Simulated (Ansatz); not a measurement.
**CaO: band gap under strain**

How does strain move the band edges of CaO (rocksalt), and do the functionals agree on it? States: -2.0 % shear in the xy plane; -0.5 % equal strain in all directions; -0.5 % strain along [111] alone.

The runs shown are made with Ansatz 0.2.0. PAW datasets, plane waves. Spin-unpolarised throughout; all numbers are computed.

**1. The cell**

The unstrained cell was relaxed with r2SCAN; in each strained cell the atoms were relaxed again with r2SCAN. Names of k-points are those of the unstrained zone, where strain can split equivalent points. First state: -2.0 % shear in the xy plane.

The symmetry is Immm (No. 71, orthorhombic); a = 3.357 Å, b = 3.425 Å, c = 4.795 Å in the conventional setting, 13.78 Å³ an atom. Ca has 6 O at 2.40 Å; O has 6 Ca at 2.40 Å.

Coordinates:

```
CELL_PARAMETERS angstrom
-0.02398 2.39755 2.39755
2.39755 -0.02398 2.39755
2.37357 2.37357 0.00000
ATOMIC_POSITIONS crystal
Ca 0.00000 0.00000 0.00000
O 0.50000 0.50000 0.50000
```

From earlier runs on the unstrained cell: PBE 3.65 eV, r2SCAN 4.20 eV, HSE06 5.31 eV, G0W0 5.85 eV (on its mesh); a = 4.795 Å.

**2. -2.0 % shear in the xy plane: PBE**

input.yaml reads:

```yaml
crystal:
  lattice:
    - [-0.0239755013, 2.3975501265, 2.3975501265]
    - [2.3975501265, -0.0239755013, 2.3975501265]
    - [2.3735746253, 2.3735746253, 0.0]
  atoms:
    - { symbol: Ca, position: [0.0, 0.0, 0.0] }
    - { symbol: O, position: [0.5, 0.5, 0.5] }
kpoints:
  mp_grid: { grid: [10, 10, 10] }
  band_path:
    path:
      - [0.0, 0.0, 0.0]
      - [0.5, 0.0, 0.5]
      - [0.625, 0.25, 0.625]
      - [0.375, 0.375, 0.75]
      - [0.5, 0.5, 0.5]
      - [0.5, 0.25, 0.75]
    npoints: 1
hamiltonian:
  xc: pbe
scf:
  occupations: { method: fermi_dirac, width: 0.02 }
  n_extra_bands: 4
output:
  forces: true
  stress: true
  eigenvalues: true
```

The runs that follow: -2.0 % shear in the xy plane: r2SCAN; -2.0 % shear in the xy plane: HSE06; -2.0 % shear in the xy plane: G0W0@PBE; -0.5 % equal strain in all directions: PBE; -0.5 % equal strain in all directions: r2SCAN; -0.5 % equal strain in all directions: HSE06; -0.5 % equal strain in all directions: G0W0@PBE; -0.5 % strain along [111] alone: PBE; -0.5 % strain along [111] alone: r2SCAN; -0.5 % strain along [111] alone: HSE06; -0.5 % strain along [111] alone: G0W0@PBE.

Before running it: what results should come out?

As calculated:

Least gap in eV (negative: overlap), with the change from the unstrained cell in brackets. G0W0 is on its own coarse mesh.

| state | volume change (%) | PBE | r2SCAN | HSE06 | G0W0 |
| --- | --- | --- | --- | --- | --- |
| -2.0 % shear in the xy plane | -0.0 | 3.62 (-0.03) | 4.16 (-0.04) | 5.27 (-0.04) | 5.81 (-0.04) |
| -0.5 % equal strain in all directions | -1.5 | 3.65 (+0.00) | 4.19 (-0.01) | 5.31 (+0.00) | 5.84 (-0.01) |
| -0.5 % strain along [111] alone | -0.5 | 3.64 (-0.01) | 4.19 (-0.01) | 5.30 (-0.01) | 5.84 (-0.01) |

The largest move of the HSE06 gap in the table is -0.038 eV, under -2.0 % shear in the xy plane. PBE and HSE06 differ by 1.66 eV on the unstrained gap, and by at most 0.00 eV on its change. No extrapolation in bands, cutoff or mesh was made for G0W0.
